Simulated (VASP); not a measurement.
Wanted: an ASE script for a VASP 6.6.1 run.

```yaml
Task: relaxation of cell and atoms
Functional: PBE
Dispersion: TS
Potentials_or_basis: VASP PAW PBE potentials, release 64 (Si, C)
Cutoff: 600 eV
k_mesh: 10 × 10 × 10
Occupations: fermi-dirac, width 0.02 eV
Spin: no spin polarisation
Optimiser: vasp
Further_INCAR_settings: ALGO = Normal; EDIFF = 1.00e-07; IBRION = 2; EDIFFG = -2.00e-02; NSW = 40; ISIF = 3
```

The structure of SiC (Moissanite 3C) lies in SiC.cif:

```cif
data_SiC
_cell_length_a 3.08157135
_cell_length_b 3.08157135
_cell_length_c 3.08157135
_cell_angle_alpha 60.00000000
_cell_angle_beta 60.00000000
_cell_angle_gamma 60.00000000
_space_group_name_H-M_alt 'P1'
_space_group_name_Hall 'P 1'
_space_group_IT_number 1
loop_
_space_group_symop_operation_xyz
'x,y,z'
loop_
_atom_site_label
_atom_site_type_symbol
_atom_site_symmetry_multiplicity
_atom_site_Wyckoff_symbol
_atom_site_fract_x
_atom_site_fract_y
_atom_site_fract_z
_atom_site_occupancy
Si1 Si 1 a -0.0038420000 -0.0267650000 0.0031830000 1
C1 C 1 a 0.7457620000 0.8030380000 0.7459150000 1
```

The cell isn't the ideal one: atoms moved at random, drawn with an rms of 0.15 Å.

One way to write it, as run:

run.py

```python
from ase.calculators.vasp import Vasp
from ase.io import read

atoms = read('SiC.cif')
calc = Vasp(
    directory='calc',
    xc='pbe',
    pp='PBE',
    setups='recommended',
    prec='Accurate',
    encut=600,
    ediff=1e-07,
    ismear=-1,
    sigma=0.02,
    lreal=False,
    lasph=True,
    nelm=100,
    algo='Normal',
    isif=3,
    lwave=False,
    lcharg=False,
    ivdw=2,
    ibrion=2,
    nsw=40,
    ediffg=-0.02,
    kpts=[10, 10, 10],
    gamma=True,
)
atoms.calc = calc

print('energy (eV):', atoms.get_potential_energy())
print('free energy (eV):', atoms.get_potential_energy(force_consistent=True))
print('forces (eV/A):')
print(atoms.get_forces())
print('stress (eV/A^3, Voigt):', atoms.get_stress())
print('Fermi level (eV):', calc.get_fermi_level())
print('cell (A, degrees):', atoms.cell.cellpar())
print('volume (A^3):', atoms.get_volume())
print('scaled positions:')
print(atoms.get_scaled_positions())
```

Potentials or basis: VASP PAW PBE potentials, release 64 (Si, C).

Launch:

```console
$ python run.py
```

It gave:

```yaml
Relaxed_volume: 10.34 Å³/atom
Relaxed_cell: a = 3.081 Å, b = 3.081 Å, c = 3.081 Å, α = 60.01°, β = 59.97°, γ = 60.02°
Space_group_after_relaxing_to_0.05_Å: F-43m (No. 216)
Energy_gained_by_relaxing: 253.8 meV/atom
Ionic_steps: 10
Pressure_after_relaxing: 0.2 GPa
Largest_force_after_relaxing: 0.009 eV/Å
Band_gap_on_the_k_mesh: 1.35 eV, indirect (least direct gap 4.54 eV)
Hirshfeld_charges: Si +0.30; C -0.30 e
Dispersion_energy_per_atom: -0.255 eV
```

Wall time 14 min on 1 thread of AMD EPYC 7R13 Processor (Zen 3), on a shared host, peak memory 0.21 GiB.
